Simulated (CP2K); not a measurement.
**BeTe: equation of state with PBE**

The system is BeTe.

```
Be Te
1.0
     5.11946    0.00000    0.00000
    -3.87192    3.34920    0.00000
     0.00000    0.00000    3.56915
Be Te
1 1
Direct
  0.50000 0.50000 0.50000
  0.00000 0.00000 0.00000
```

The cell was built by a generator and needn't be a form met in nature.

```yaml
Program: CP2K 2026.2
Task: equation of state
Functional: PBE
Potentials_or_basis: POTENTIAL_UZH Be GTH-PBE-q4, Te GTH-PBE-q6; TZVP-MOLOPT-PBE-GTH basis
Density_cutoff: 11565 eV
k_mesh: 8 × 8 × 8
Occupations: fermi-dirac, width 0.05 eV
Spin: no spin polarisation
```

The equilibrium volume is 31.37 Å³/atom. The bulk modulus at fixed shape and positions is 37 GPa. The pressure derivative of the bulk modulus is 4.3.

Energy against volume, from the lowest point:
```
volume (Å³/atom)  energy (meV/atom)
          28.763              28.79
          29.375              16.23
          29.987               7.46
          30.598               2.14
          31.210               0.00
          31.822               0.60
          32.434               3.73
```

All runs of the series together: 4 min on 1 thread of Arm Neoverse N1, with other jobs on the host.

Caveat: with these potentials and basis sets, volumes of gold and of layered tellurides can stand 1.5 % and more from those of plane-wave programs; the cell was scaled at fixed shape and fractional positions, which overstates the stiffness of a crystal with free parameters, most of all of layers and chains; the basis of atomic orbitals isn't converged, which shifts pressures, moduli and gaps. The run has no spin-orbit coupling, so splittings on Te are missing.
